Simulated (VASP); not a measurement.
# AlN in VASP: how settings move the PBE single point

The PBE single point of wurtzite AlN, under +4.5 % equal strain in all directions is repeated with altered inputs. Which of them can be trusted?

The runs shown are made with VASP 6.6.1. PAW datasets, plane waves. (Simulation; spin polarisation is off.)

## 1. The system as given

The cell comes from an earlier relaxation with r2SCAN in another program, then strained, with the atoms relaxed again.

Space group P6_3mc (No. 186), hexagonal; a = 3.245 Å, c = 5.201 Å in the conventional setting, 11.86 Å³ an atom. Al has 4 N at 1.97–1.98 Å; N has 4 Al at 1.97–1.98 Å.

As a file:

```cif
data_structure
_symmetry_space_group_name_H-M 'P 1'
_symmetry_Int_Tables_number 1
_cell_length_a 3.2453
_cell_length_b 3.2453
_cell_length_c 5.2006
_cell_angle_alpha 90.000
_cell_angle_beta 90.000
_cell_angle_gamma 120.000
_cell_volume 47.43
loop_
_atom_site_label
_atom_site_type_symbol
_atom_site_fract_x
_atom_site_fract_y
_atom_site_fract_z
_atom_site_occupancy
Al1 Al 0.33333 0.66667 0.99719 1
Al2 Al 0.66667 0.33333 0.49719 1
N1 N 0.33333 0.66667 0.37781 1
N2 N 0.66667 0.33333 0.87781 1
```

## 2. Reference

INCAR reads:

```
ENCUT = 520.000000
SIGMA = 0.020000
EDIFF = 1.00e-07
GGA = PE
PREC = Accurate
IBRION = -1
ISIF = 2
ISMEAR = -1
NBANDS = 16
NELM = 120
NSW = 0
LASPH = .TRUE.
LCHARG = .FALSE.
LWAVE = .FALSE.
LREAL = .FALSE.
```

KPOINTS reads:

```
KPOINTS created by Atomic Simulation Environment
0
Gamma
12 12 6
0 0 0
```

POSCAR reads:

```
Al N
 1.0000000000000000
     3.2452523039688348    0.0000000000000000    0.0000000000000000
    -1.6226261519844174    2.8104709369269898    0.0000000000000000
     0.0000000000000000    0.0000000000000000    5.2006367362999999
 Al  N
   2   2
Cartesian
 -0.0000000000000000  1.8736472912846600 -0.0145913401662472
  1.6226261519844174  0.9368236456423300  2.5857270279837525
 -0.0000000000000000  1.8736472912846600  1.9648301162787469
  1.6226261519844174  0.9368236456423300  4.5651484844287467
```

A file KPOINTS_OPT adds named points for the levels; it doesn't enter the self-consistent loop.

Potentials: the recommended PBE PAW datasets, 16 valence electrons.

Command:

```console
$ mpirun -np 1 vasp_std
```

## 3. Try 1

INCAR reads:

```
ENCUT = 520.000000
EDIFF = 1.00e-07
GGA = PE
PREC = Accurate
IBRION = -1
ISIF = 2
NBANDS = 16
NSW = 0
LASPH = .TRUE.
LCHARG = .FALSE.
LWAVE = .FALSE.
LREAL = .FALSE.
ISMEAR = 2
SIGMA = 0.5
NELM = 50
```

KPOINTS is that of step 2.

POSCAR is that of step 2.

## 4. Try 2

INCAR reads:

```
ENCUT = 520.000000
EDIFF = 1.00e-07
GGA = PE
PREC = Accurate
IBRION = -1
ISIF = 2
NBANDS = 16
NSW = 0
LASPH = .TRUE.
LCHARG = .FALSE.
LWAVE = .FALSE.
LREAL = .FALSE.
ISMEAR = 0
SIGMA = 0.1
MAXMIX = 5
NELM = 61
```

KPOINTS is that of step 2.

POSCAR is that of step 2.

## 5. Try 3

INCAR reads:

```
ENCUT = 520.000000
SIGMA = 0.020000
IBRION = -1
ISIF = 2
ISMEAR = -1
NBANDS = 16
NELM = 120
NSW = 0
LASPH = .TRUE.
LCHARG = .FALSE.
LWAVE = .FALSE.
LREAL = .FALSE.
METAGGA = MBJ
PREC = Low
EDIFF = 1e-09
```

KPOINTS is that of step 2.

POSCAR is that of step 2.

## 6. Try 4

INCAR: that of step 2 with these lines changed.

```diff
@@ -9,3 +9,2 @@
 NBANDS = 16
-NELM = 120
 NSW = 0
@@ -15 +14,5 @@
 LREAL = .FALSE.
+NELM = 77
+IMIX = 1
+AMIX = 2.0
+BMIX = 0.0001
```

KPOINTS is that of step 2.

POSCAR is that of step 2.

What does the calculation give? Wanted: for each run, changed; ending; energy change; pressure; electronic steps; usable.

The runs gave:

| run | changed | ending | energy change (meV/atom) | pressure (GPa) | gap on the mesh (eV; negative: overlap) | electronic steps | time | usable |
| --- | --- | --- | --- | --- | --- | --- | --- | --- |
| ref. | – | converged | 0 | -17.1 | 3.15 | 14 | 17 s | yes |
| 1 | ISMEAR = 2, SIGMA = 0.5, NELM = 50 | converged | -0.2 | -17.1 | 3.15 | 14 | 17 s | no |
| 2 | ISMEAR = 0, SIGMA = 0.1, MAXMIX = 5, NELM = 61 | converged | 0.0 | -17.1 | 3.15 | 15 | 17 s | yes |
| 3 | METAGGA = MBJ, PREC = Low, EDIFF = 1e-09 | converged | – | – | 4.28 | 79 | 85 s | no |
| 4 | IMIX = 1, AMIX = 2, BMIX = 0.0001 | crashed | – | – | – | 13 | 17 s | no |

Of 4 altered inputs, 1 gave no result, 2 ended normally on a faulty or unsound input, 1 gave usable results.
